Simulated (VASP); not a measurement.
# I (Cmce) in VASP: a series of runs

One crystal, I, is run at these levels: r2SCAN, PBEsol; tasks: relaxation of cell and atoms.

All numbers are computed with VASP 6.6.1; they aren't measurements. Logs are shortened: lines on timing, memory, paths and dates and some standing lists are left out, and cuts for length are marked.

## 1. The structure

It takes space group Cmce (No. 64, orthorhombic). Conventional cell: a = 6.136 Å, b = 4.039 Å, c = 9.195 Å, α = 90.00°, β = 90.00°, γ = 90.00°. Around I (site symmetry m) lie 3 I at 2.77 to 3.08 Å.

## 2. Relaxation of cell and atoms, r2SCAN, target pressure 15 GPa, at which the enthalpy is minimised

The input, INCAR:

```
PREC = Accurate ; ENCUT = 600
EDIFF = 1E-7 ; ISMEAR = 0
SIGMA = 0.03 ; LREAL = F
LASPH = T ; NELM = 80
ALGO = Normal ; ISIF = 3
LWAVE = F ; LCHARG = F
METAGGA = R2SCAN ; LMIXTAU = T
IBRION = 2 ; NSW = 90
EDIFFG = -0.005 ; PSTRESS = 150.0
```

The input, KPOINTS:

```
Automatic mesh
0
Gamma
  8 8 4
```

The input, POSCAR:

```
I                                       
1.0
    3.0679170621     -2.0195480957      0.0000000000
    3.0679170621      2.0195480957     -0.0000000000
    0.0000000000      0.0000000000      9.1947075367
  I             
     4
Direct
     0.8046556937371883    0.1953443062628114    0.6235407572620382
     0.1953443062628114    0.8046556937371883    0.3764592427379618
     0.6953443062628117    0.3046556937371886    0.1235407572620383
     0.3046556937371886    0.6953443062628117    0.8764592427379618
```

Potentials or basis: VASP PAW PBE potentials, release 64 (I).

Launch:

```sh
$ cat potpaw_PBE.64/I/POTCAR > POTCAR
$ mpirun -np 1 vasp_std > vasp.out
```

OUTCAR:

```text
PREC = Accurate
   ENCUT = 600
   EDIFF = 1E-7
   ISMEAR = 0
   LREAL = F
   LASPH = T
   NELM = 80
   ISIF = 3
   METAGGA = R2SCAN
   IBRION = 2
   NSW = 90
   EDIFFG = -0.005
   PSTRESS = 150.0

 ion  position               nearest neighbor table
   1  0.805  0.195  0.624-   2 2.77   4 3.08   4 3.08   2 3.35
   2  0.195  0.805  0.376-   1 2.77   3 3.08   3 3.08   1 3.35
   3  0.695  0.305  0.124-   4 2.77   2 3.08   2 3.08   4 3.35
   4  0.305  0.695  0.876-   3 2.77   1 3.08   1 3.08   3 3.35

  LATTYP: Found a base centered orthorhombic cell.
 ALAT       =     4.0390961914
 B/A-ratio  =     1.5191106707
 C/A-ratio  =     2.2764269780

  Lattice vectors:

 A1 = (  -3.0679170621,  -2.0195480957,   0.0000000000)
 A2 = (   3.0679170621,  -2.0195480957,   0.0000000000)
 A3 = (   0.0000000000,   0.0000000000,   9.1947075367)

Analysis of symmetry for initial positions (statically):
=====================================================================
 Subroutine PRICEL returns:
 Original cell was already a primitive cell.

 Routine SETGRP: Setting up the symmetry group for a
 base centered orthorhombic supercell.

 Subroutine GETGRP returns: Found  8 space group operations
 (whereof  4 operations were pure point group operations)
 out of a pool of  8 trial point group operations.

The static configuration has the point symmetry C_2h.
 The point group associated with its full space group is D_2h.

Analysis of symmetry for dynamics (positions and initial velocities):
=====================================================================
 Subroutine PRICEL returns:
 Original cell was already a primitive cell.

 Routine SETGRP: Setting up the symmetry group for a
 base centered orthorhombic supercell.

 Subroutine GETGRP returns: Found  8 space group operations
 (whereof  4 operations were pure point group operations)
 out of a pool of  8 trial point group operations.

The dynamic configuration has the point symmetry C_2h.
 The point group associated with its full space group is D_2h.

 Subroutine INISYM returns: Found  8 space group operations
 (whereof  4 operations are pure point group operations),
 and found     1 'primitive' translations

----------------------------------------------------------------------------------------

                                     Primitive cell

  volume of cell :     113.9372

[... 100 lines left out ...]
   POTIM  = 0.5000    time-step for ionic-motion
   TEBEG  =    0.0;   TEEND  =   0.0 temperature during run
   PSTRESS=  150.0 pullay stress
   NELECT =      28.0000    total number of electrons
   NUPDOWN=      -1.0000    fix difference up-down
   EMIN   =  10.00;   EMAX   =-10.00  energy-range for DOS
   EFERMI =   0.00;   METHOD = LEGACY
   ISMEAR =     0;   SIGMA  =   0.03  broadening in eV -4-tet -1-fermi 0-gaus
   EFERMI_NEDOS =   21; number of points for ismear=-14 and -15
   IALGO  =     38    algorithm
   IMIX   =      4    mixing-type and parameters
     AMIX     =   0.40;   BMIX     =  1.00
     AMIX_MAG =   1.60;   BMIX_MAG =  1.00
  volume/ion in A,a.u.               =      28.48       192.22
  Fermi-wavevector in a.u.,A,eV,Ry     =   1.025429  1.937780 14.306589  1.051505
  Thomas-Fermi vector in A             =   2.159269
   LORBIT       =      0    0 simple, 1 ext, 2 COOP (PROOUT), +10 PAW based schemes
   METAGGA = R2SCAN    functional components
   LHFCALC =     F    Hartree Fock is set to
   AEXX    =    0.0000 exact exchange contribution
   IVDW    =     0    specifies the selected vdW correction
   LEPSILON=     F    determine dielectric tensor
   LRPA    =     F    only Hartree local field effects (RPA)
 conjugate gradient relaxation of ions
 non-spin polarized calculation
 Gauss-broadening in eV      SIGMA  =   0.03
  energy-cutoff  :      600.00
  volume of cell :      113.94
 maximum number of plane-waves:      3832
 NGX is ok and might be reduce to    30
   NGX = 15   NGY = 15   NGZ = 37

--------------------------------------- Ionic step        1  -------------------------------------------

 number of electron      27.9999999 magnetization

 Free energy of the ion-electron system (eV)
  ---------------------------------------------------
  ext. energy  EPLUGINS =         0.00000000
  ---------------------------------------------------
  free energy    TOTEN  =       -96.47713778 eV

  energy without entropy =      -96.47713778  energy(sigma->0) =      -96.47713778

------------------------ aborting loop because EDIFF is reached ----------------------------------------

  FORCE on cell =-STRESS in cart. coord.  units (eV):
  Direction    XX          YY          ZZ          XY          YZ          ZX
  --------------------------------------------------------------------------------------
  -------------------------------------------------------------------------------------
  Total       10.6853400     10.6590760     10.6273338      0.0000000      0.0000000      0.0000000
  in kB      150.2564754    149.8871533    149.4407970      0.0000000      0.0000000      0.0000000
  external PRESSURE =      -0.1385248 kB  Pullay stress =     150.0000000 kB
[... 147 lines left out ...]
--------------------------------------- Ionic step        5  -------------------------------------------

 number of electron      27.9999999 magnetization

 Free energy of the ion-electron system (eV)
  ---------------------------------------------------
  ext. energy  EPLUGINS =         0.00000000
  ---------------------------------------------------
  free energy    TOTEN  =       -96.47879667 eV

  energy without entropy =      -96.47879667  energy(sigma->0) =      -96.47879667

 E-fermi :   7.5720     XC(G=0): -10.4275

 val. band max:        7.3808060956   @ k =   0.5000   0.0000   0.5000
 cond. band min:       7.8233173308   @ k =   0.5000   0.5000   0.2500
 fundamental gap:      0.4425112352
 Fermi energy:         7.5720265222

 k-point     1 :       0.0000    0.0000    0.0000
  band No.  band energies     occupation
      1      -8.7253      2.00000
      2      -7.3308      2.00000
      3      -6.8847      2.00000
      4      -4.0673      2.00000
      5       0.7916      2.00000
      6       3.8044      2.00000
[... 481 lines left out ...]
      5       1.1559      2.00000
      6       1.8625      2.00000
[... 10 lines left out ...]
     17      13.3962      0.00000
     18      13.4744      0.00000

 [... further k-points ...]

------------------------ aborting loop because EDIFF is reached ----------------------------------------

  FORCE on cell =-STRESS in cart. coord.  units (eV):
  Direction    XX          YY          ZZ          XY          YZ          ZX
  --------------------------------------------------------------------------------------
  -------------------------------------------------------------------------------------
  Total       10.6588833     10.6710322     10.6691526      0.0000000      0.0000000      0.0000000
  in kB      149.8612863    150.0320975    150.0056705      0.0000000      0.0000000      0.0000000
  external PRESSURE =      -0.0336486 kB  Pullay stress =     150.0000000 kB
[... 23 lines left out ...]
  energy  without entropy=      -96.4787966677  energy(sigma->0) =      -96.47879667

  enthalpy is  TOTEN    =       -85.8100473647 eV   P V=       10.6687493030

 reached required accuracy - stopping structural energy minimisation
```

OSZICAR:

```text
N       E                     dE             d eps       ncg     rms          rms(c)
DAV:   1     0.855923846575E+02    0.85592E+02   -0.12881E+04  2268   0.152E+03
DAV:   2    -0.897605877285E+02   -0.17535E+03   -0.17242E+03  3156   0.212E+02
DAV:   3    -0.101478401924E+03   -0.11718E+02   -0.11648E+02  2884   0.638E+01
[... 42 lines left out ...]
DAV:   2    -0.964788010251E+02    0.50996E-05   -0.19967E-05  2330   0.289E-02    0.100E-02
DAV:   3    -0.964787981573E+02    0.28678E-05   -0.65223E-06  2402   0.143E-02    0.509E-03
DAV:   4    -0.964787976477E+02    0.50963E-06   -0.42137E-07  2128   0.457E-03    0.456E-03
DAV:   5    -0.964787967133E+02    0.93437E-06   -0.40179E-07  2256   0.533E-03    0.778E-04
DAV:   6    -0.964787966677E+02    0.45670E-07   -0.17442E-07  1236   0.470E-03
   5 F= -.85810047E+02 E0= -.85810047E+02  d E =-.211227E-05
```

CONTCAR:

```text
I
   1.00000000000000
     3.0689433689125969   -2.0198233008443185   -0.0000000000000000
     3.0689433689125969    2.0198233008443185    0.0000000000000000
     0.0000000000000000    0.0000000000000000    9.1918004052655107
  I
     4
Direct
     0.8047003284247385    0.1952996715752614    0.6235652619130913
     0.1952996715752614    0.8047003284247385    0.3764347380869016
     0.6952996715752615    0.3047003284247385    0.1235652619130983
     0.3047003284247385    0.6952996715752615    0.8764347380869087

  0.00000000E+00  0.00000000E+00  0.00000000E+00
  0.00000000E+00  0.00000000E+00  0.00000000E+00
  0.00000000E+00  0.00000000E+00  0.00000000E+00
  0.00000000E+00  0.00000000E+00  0.00000000E+00
```

Wall time 17 min (1 thread of AMD EPYC 9R45 (Zen 5), shared host); peak memory 0.32 GiB.

Results:

| Property | Result |
| --- | --- |
| Free energy | -96.4788 eV |
| Relaxed volume | 28.49 Å³/atom |
| Relaxed cell | a = 3.674 Å, b = 3.674 Å, c = 9.192 Å, α = 90.00°, β = 90.00°, γ = 66.70° |
| Space group after relaxing (to 0.05 Å) | Cmce (No. 64) |
| Energy change on relaxing (the enthalpy is what falls) | -0.4 meV/atom |
| Ionic steps | 5 |
| Pressure after relaxing | 15.0 GPa |
| Band gap on the k mesh | 0.44 eV, indirect (least direct gap 0.90 eV) |

Step by step:
| step | energy change (eV) | largest force (eV/Å) | pressure (GPa) | volume (Å³) |
| --- | --- | --- | --- | --- |
| 1 | 0.0000 | 0.0043 | 14.99 | 113.94 |
| 2 | 0.0038 | 0.0023 | 15.05 | 113.90 |
| 3 | 0.0022 | 0.0024 | 15.02 | 113.91 |
| 4 | 0.0019 | 0.0026 | 15.02 | 113.92 |
| 5 | -0.0017 | 0.0010 | 15.00 | 113.95 |

Final structure:
```
I
1.0
     3.06894   -2.01982    0.00000
     3.06894    2.01982    0.00000
     0.00000    0.00000    9.19180
I
4
Cartesian
  3.0689 -1.2309 5.7317
  3.0689 1.2309 3.4601
  3.0689 -0.7889 1.1358
  3.0689 0.7889 8.0560
```

Levels at points of the mesh, in eV from the valence-band top:
| k point | band 12 | band 13 | band 14 | band 15 | band 16 | band 17 |
| --- | --- | --- | --- | --- | --- | --- |
| (0.00, 0.00, 0.00) | -0.50 | -0.14 | -0.12 | 1.59 | 2.58 | 4.17 |
| (0.50, 0.00, 0.00) | -1.91 | -1.27 | -1.27 | 2.64 | 2.64 | 4.99 |
| (0.50, 0.50, 0.00) | -2.44 | -2.29 | -1.69 | 0.66 | 1.55 | 3.48 |
| (0.00, 0.00, 0.50) | -0.43 | -0.12 | -0.12 | 1.54 | 1.54 | 5.09 |
| (0.50, 0.00, 0.50) | -1.84 | 0.00 | 0.00 | 0.90 | 0.90 | 5.66 |
| (0.50, 0.50, 0.50) | -2.91 | -1.64 | -1.64 | 0.53 | 0.53 | 4.74 |

Caveat: the cell is relaxed towards a set pressure, so the enthalpy falls and the energy may rise; the PAW data sets were made with another functional, which shifts forces and pressure a little; spin-orbit coupling is left out, which moves the levels of the heavy elements. r2SCAN opens gaps a little over a GGA but as a rule still falls short of measured ones.

## 3. Relaxation of cell and atoms, PBEsol, target pressure 9.9 GPa, at which the enthalpy is minimised

This run uses another cell than the first one, of 29.64 Å³/atom, 1.041 times its volume.

The input, INCAR:

```
SYSTEM = I
  PREC = Accurate
  ENCUT = 600
  EDIFF = 1E-6
  ISMEAR = 0
  SIGMA = 0.03
  LREAL = .FALSE.
  LASPH = .TRUE.
  NELM = 80
  ALGO = Normal
  ISIF = 3
  LWAVE = .FALSE.
  LCHARG = .FALSE.
  GGA = PS
  IBRION = 2
  NSW = 90
  EDIFFG = -0.01
  PSTRESS = 99.0
```

The input, KPOINTS:

```
regular mesh
0
G
  8 8 4
  0 0 0
```

The input, POSCAR:

```
I
1.0
    3.0815000000     -2.0717500000      0.0000000000
    3.0815000000      2.0717500000      0.0000000000
    0.0000000000      0.0000000000      9.2864000000
I
4
Direct
    0.8162400000      0.1837600000      0.6219700000
    0.1837600000      0.8162400000      0.3780300000
    0.6837600000      0.3162400000      0.1219700000
    0.3162400000      0.6837600000      0.8780300000
```

Potentials or basis: VASP PAW PBE potentials, release 64 (I).

Launch:

```sh
$ cat potpaw_PBE.64/I/POTCAR > POTCAR
$ mpirun -np 1 vasp_std > vasp.out
```

Wall time 22 min (1 thread of Intel Xeon Platinum 8375C at 2.90GHz (Ice Lake), shared host); peak memory 0.35 GiB.

The run converged. Its results:

```yaml
Free_energy: -6.1346 eV
Relaxed_volume: 28.81 Å³/atom
Relaxed_cell: a = 3.698 Å, b = 3.698 Å, c = 9.222 Å, α = 90.00°, β = 90.00°, γ = 66.03°
Space_group_after_relaxing_to_0.05_Å: Cmce (No. 64)
Energy_change_on_relaxing_the_enthalpy_is_what_falls: +36.0 meV/atom
Ionic_steps: 12
Pressure_after_relaxing: 9.9 GPa
Largest_force_after_relaxing: 0.005 eV/Å
Band_gap_on_the_k_mesh: 0.26 eV, indirect (least direct gap 0.68 eV)
```

Forces on the atoms (eV/Å):
```
I    0.000  0.004 -0.002
I    0.000 -0.004  0.002
I    0.000 -0.004 -0.002
I    0.000  0.004  0.002
```

The path:
| step | energy change (eV) | largest force (eV/Å) | pressure (GPa) | volume (Å³) |
| --- | --- | --- | --- | --- |
| 1 | 0.0000 | 0.4052 | 8.68 | 118.57 |
| 2 | 0.2074 | 0.3019 | 11.04 | 114.74 |
| 3 | 0.1802 | 0.3097 | 10.74 | 115.17 |
| 4 | 0.1388 | 0.2214 | 9.80 | 115.61 |
| 5 | 0.1423 | 0.1939 | 9.93 | 115.55 |
| 6 | 0.1236 | 0.1448 | 9.80 | 115.73 |
| 7 | 0.0869 | 0.0363 | 9.52 | 116.19 |
| 8 | 0.1825 | 0.0537 | 10.43 | 114.64 |
| 9 | 0.1371 | 0.0446 | 10.00 | 115.36 |
| 10 | 0.1482 | 0.0139 | 9.82 | 115.18 |
| 11 | 0.1431 | 0.0103 | 9.90 | 115.25 |
| 12 | 0.1440 | 0.0047 | 9.91 | 115.24 |

Final structure:
```
I
1.0
     3.10100   -2.01491    0.00000
     3.10100    2.01491    0.00000
     0.00000    0.00000    9.22157
I
4
Direct
  0.79935 0.20065 0.62400
  0.20065 0.79935 0.37600
  0.70065 0.29935 0.12400
  0.29935 0.70065 0.87600
```

Levels at points of the mesh, in eV from the valence-band top:
```
           k point  band 11  band 12  band 13  band 14  band 15  band 16  band 17  band 18
(0.00, 0.00, 0.00)    -0.64    -0.38    -0.09    -0.06     1.46     2.33     3.57     5.83
(0.50, 0.00, 0.00)    -1.80    -1.80    -1.26    -1.26     2.43     2.43     4.36     4.36
(0.50, 0.50, 0.00)    -2.36    -2.33    -2.25    -1.56     0.56     1.38     2.97     4.00
(0.00, 0.00, 0.50)    -0.30    -0.30    -0.06    -0.06     1.22     1.22     4.45     4.45
(0.50, 0.00, 0.50)    -1.76    -1.76     0.00     0.00     0.68     0.68     5.04     5.04
(0.50, 0.50, 0.50)    -2.78    -2.78    -1.41    -1.41     0.32     0.32     4.17     4.17
```

Caveat: the cell is relaxed towards a set pressure, so the enthalpy falls and the energy may rise; the PAW data sets were made with another functional, which shifts forces and pressure a little; spin-orbit coupling is left out, which moves the levels of the heavy elements. A k mesh can miss the band edges.

## 4. Relaxation of cell and atoms, PBEsol, target pressure 9.9 GPa, at which the enthalpy is minimised

This run uses another cell than the first one, of 28.81 Å³/atom, 1.011 times its volume.

Changes to INCAR since step 3:

```diff
@@ -3,3 +3,3 @@
   ENCUT = 600
-  EDIFF = 1E-6
+  EDIFF = 1E-7
   ISMEAR = 0
@@ -16,3 +16,3 @@
   NSW = 90
-  EDIFFG = -0.01
+  EDIFFG = -0.005
   PSTRESS = 99.0
```

KPOINTS is that of step 3.

The input, POSCAR:

```
I                                       
1.0
    3.1009958551     -2.0149117250      0.0000000000
    3.1009958551      2.0149117250     -0.0000000000
    0.0000000000      0.0000000000      9.2215692387
  I             
     4
Direct
     0.7993459706132895    0.2006540293867105    0.6239964281178128
     0.2006540293867105    0.7993459706132895    0.3760035718821869
     0.7006540293867105    0.2993459706132896    0.1239964281178129
     0.2993459706132896    0.7006540293867105    0.8760035718821872
```

Launch:

```sh
$ cat potpaw_PBE.64/I/POTCAR > POTCAR
$ mpirun -np 1 vasp_std > vasp.out
```

Wall time 7.6 min (1 thread of Intel Xeon Platinum 8375C at 2.90GHz (Ice Lake), shared host); peak memory 0.33 GiB.

Results (log left out):

```yaml
Free_energy: -6.1366 eV
Relaxed_volume: 28.82 Å³/atom
Relaxed_cell: a = 3.700 Å, b = 3.700 Å, c = 9.209 Å, α = 90.00°, β = 90.00°, γ = 66.13°
Space_group_after_relaxing_to_0.05_Å: Cmce (No. 64)
Energy_change_on_relaxing_the_enthalpy_is_what_falls: -0.5 meV/atom
Ionic_steps: 4
Pressure_after_relaxing: 9.9 GPa
Largest_force_after_relaxing: 0.004 eV/Å
Band_gap_on_the_k_mesh: 0.25 eV, indirect (least direct gap 0.68 eV)
```

Forces on the atoms (eV/Å):
```
I    0.000  0.002  0.003
I    0.000 -0.002 -0.003
I    0.000 -0.002  0.003
I    0.000  0.002 -0.003
```

Step by step:
```tsv
step	energy change (eV)	largest force (eV/Å)	pressure (GPa)	volume (Å³)
1	0.0000	0.0046	9.91	115.24
2	-0.0016	0.0036	9.90	115.26
3	-0.0056	0.0034	9.86	115.33
4	-0.0021	0.0038	9.90	115.27
```

Final structure:
```
I
1.0
     3.10059   -2.01853    0.00000
     3.10059    2.01853    0.00000
     0.00000    0.00000    9.20895
I
4
Direct
  0.79912 0.20088 0.62397
  0.20088 0.79912 0.37603
  0.70088 0.29912 0.12397
  0.29912 0.70088 0.87603
```

Levels at points of the mesh, in eV from the valence-band top:
| k point | band 11 | band 12 | band 13 | band 14 | band 15 | band 16 | band 17 | band 18 |
| --- | --- | --- | --- | --- | --- | --- | --- | --- |
| (0.00, 0.00, 0.00) | -0.65 | -0.39 | -0.10 | -0.09 | 1.46 | 2.31 | 3.55 | 5.83 |
| (0.50, 0.00, 0.00) | -1.80 | -1.80 | -1.27 | -1.27 | 2.43 | 2.43 | 4.36 | 4.36 |
| (0.50, 0.50, 0.00) | -2.38 | -2.35 | -2.27 | -1.56 | 0.55 | 1.36 | 2.96 | 4.01 |
| (0.00, 0.00, 0.50) | -0.31 | -0.31 | -0.08 | -0.08 | 1.20 | 1.20 | 4.43 | 4.43 |
| (0.50, 0.00, 0.50) | -1.77 | -1.77 | 0.00 | 0.00 | 0.68 | 0.68 | 5.03 | 5.03 |
| (0.50, 0.50, 0.50) | -2.78 | -2.78 | -1.43 | -1.43 | 0.30 | 0.30 | 4.17 | 4.17 |

Caveat: the cell is relaxed towards a set pressure, so the enthalpy falls and the energy may rise; the PAW data sets were made with another functional, which shifts forces and pressure a little; spin-orbit coupling is left out, which moves the levels of the heavy elements.
